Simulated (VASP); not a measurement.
**GaSb: single point with LDA**

**Measured values to compare with.**

A printed reference work, data compilation reports, for a bulk crystal of GaSb at 4.2 K: band gap 0.811 eV (direct).

The system is GaSb.

```
CELL_PARAMETERS angstrom
0.00000 2.99655 2.99655
2.99655 0.00000 2.99655
2.99655 2.99655 0.00000
ATOMIC_POSITIONS crystal
Ga 0.00000 0.00000 0.00000
Sb 0.25000 0.25000 0.25000
```

- Program: VASP 6.6.1
- Task: single point
- Functional: LDA
- Potentials or basis: VASP PAW LDA potentials, release 64 (Ga_d, Sb)
- Cutoff: 500 eV
- k mesh: 6 × 6 × 6
- Occupations: gaussian, width 0.01 eV
- Spin: no spin polarisation
- Dipole correction: no
- Further INCAR settings: ALGO = Normal; EDIFF = 1e-06; NBANDS = 16

```
Pressure               : 1.8 GPa
Band gap on the k mesh : 0.32 eV, direct
```

Levels at points of the mesh, in eV from the valence-band top:
```
           k point  band 6  band 7  band 8  band 9  band 10  band 11  band 12  band 13
(0.00, 0.00, 0.00)  -11.96    0.00    0.00    0.00     0.32     2.72     2.72     2.72
(0.50, 0.00, 0.00)  -10.18   -6.73   -1.26   -1.26     0.43     3.71     3.71     6.26
(0.50, 0.50, 0.00)   -9.26   -7.15   -2.80   -2.80     0.75     1.04     8.98     8.98
```

Wall time 16 s on 1 thread of Intel Xeon 8259CL (shared host), peak memory 0.16 GiB.

Against the measured gap of GaSb, 0.811 eV (direct; 4.2 K; a printed reference work, data compilation), the calculated 0.32 eV is off by -0.49 eV. Spin-orbit coupling on Ga, Sb is left out. The value is that of LDA on a finite k mesh, which can miss the band edges, without temperature or zero-point motion. Semilocal functionals fall short of measured gaps as a rule.

Caveat: spin-orbit coupling is left out, which moves the levels of the heavy elements.
